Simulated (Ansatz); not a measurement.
Method: DFT PBE, scalar-relativistic, plane waves, PAW (Ansatz 0.2.0). Settings: cutoff 420 eV, Γ-centred meshes spaced at most about 0.3 Å⁻¹ (2π included), Gaussian smearing. No spin polarisation.

All energies are static (0 K, no zero-point motion).

Two relaxed structures of AlGa₂N₃:

A.

```xyz
6
Lattice="-1.5923 1.5923 6.7358 1.5923 -1.5923 6.7358 1.5923 1.5923 -6.7358" Properties=species:S:1:pos:R:3 pbc="T T T"
Al    0.0000    0.0000    6.7358
Ga    0.0000    0.0000   11.2541
Ga    0.0000    0.0000    2.2175
N     1.5923    0.0000    5.6785
N     1.5923    0.0000    1.0573
N     0.0000    1.5923    3.3679
```

B.

```xyz
6
Lattice="3.1820 0.0000 0.0000 -1.5910 2.7557 0.0000 0.0000 0.0000 7.7952" Properties=species:S:1:pos:R:3 pbc="T T T"
Al    0.0000    0.0000    2.5964
Ga    0.0000    1.8371    0.0215
Ga    1.5910    0.9186    5.1766
N     1.5910    0.9186    7.1429
N     0.0000    0.0000    4.4962
N     0.0000    1.8371    2.0032
```

**Question.** Which placement of the atoms is lower in energy, and by how much?

**Answer.** A is lower, by 3 meV/atom. The two share one framework of sites and differ in which element sits where. A has Al and Ga ordered on zinc blende sites, space group I-4m2 (No. 119), 11.4 Å³/atom and a gap of 2.24 eV on its mesh; B has Al and Ga ordered on zinc blende sites, space group P3m1 (No. 156), 11.4 Å³/atom and a gap of 2.14 eV. Counting N atoms around Al and Ga (those within 1.25 times the shortest such distance or 1.15 times the sum of covalent radii, 1.27 where that leaves under three), A and B both have Al 4, Ga 4. Both come from invented guesses. Shaken at random and relaxed again, A came back. Checks on A: no imaginary mode at Γ (other wave vectors untested). Checks on B: no imaginary mode on a 3×3×1 q mesh.

Kohn–Sham gaps at this level usually fall short of measured ones.
